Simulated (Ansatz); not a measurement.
## CdS (Hawleyite): band structure with HSEsol

The system is CdS (Hawleyite).

```xyz
2
Lattice="0.0000 2.9165 2.9165 2.9165 0.0000 2.9165 2.9165 2.9165 0.0000" Properties=species:S:1:pos:R:3 pbc="T T T"
Cd    0.0000    0.0000    0.0000
S     4.3748    4.3748    4.3748
```

```
Program                             : Ansatz 0.2.0
Task                                : band structure
Functional                          : HSEsol
Potentials or basis                 : Ansatz PAW
Cutoff                              : 420 eV (not typed: the program's choice for these potentials)
k mesh                              : 5 × 5 × 5
Occupations                         : fermi-dirac, width 0.05 eV
Spin                                : no spin polarisation
Path                                : [["G", "X", "W", "K", "G", "L", "U", "W", "L", "K"], ["U", "X"]]
Points for each segment of the path : 4
```

| Quantity | Value |
| --- | --- |
| Pressure | -0.5 GPa |
| Band gap on the k mesh | 2.01 eV, direct |
| Band gap along the path | 2.01 eV, direct |

Levels at the corners of the path, in eV from the valence-band top:
| point | band 10 | band 11 | band 12 | band 13 | band 14 | band 15 | band 16 | band 17 |
| --- | --- | --- | --- | --- | --- | --- | --- | --- |
| Γ | -8.41 | 0.00 | 0.00 | 0.00 | 2.01 | 7.60 | 7.60 | 7.60 |
| X | -7.90 | -4.27 | -2.04 | -2.04 | 4.31 | 5.37 | 10.37 | 12.16 |
| W | -7.71 | -4.17 | -2.44 | -2.41 | 6.29 | 6.70 | 8.31 | 8.95 |
| K | -7.77 | -4.22 | -2.76 | -1.66 | 5.12 | 6.56 | 9.51 | 10.24 |
| Γ | -8.41 | 0.00 | 0.00 | 0.00 | 2.01 | 7.60 | 7.60 | 7.60 |
| L | -7.99 | -4.75 | -0.82 | -0.82 | 3.98 | 8.05 | 8.05 | 8.52 |
| U | -7.77 | -4.22 | -2.76 | -1.66 | 5.12 | 6.56 | 9.51 | 10.24 |
| W | -7.71 | -4.17 | -2.44 | -2.41 | 6.29 | 6.70 | 8.31 | 8.95 |
| L | -7.99 | -4.75 | -0.82 | -0.82 | 3.98 | 8.05 | 8.05 | 8.52 |
| K | -7.77 | -4.22 | -2.76 | -1.66 | 5.12 | 6.56 | 9.51 | 10.24 |
| U | -7.77 | -4.22 | -2.76 | -1.66 | 5.12 | 6.56 | 9.51 | 10.24 |
| X | -7.90 | -4.27 | -2.04 | -2.04 | 4.31 | 5.37 | 10.37 | 12.16 |

Run time: 2.2 min on 2 threads of AMD EPYC 7B13 (Zen 3), with other jobs on the host, peak memory 0.95 GiB.

Caveat: the PAW data sets come from PBE, with cores solved anew for the run's functional, which leaves a small shift of forces and pressure; the thresholds are loose for stress.
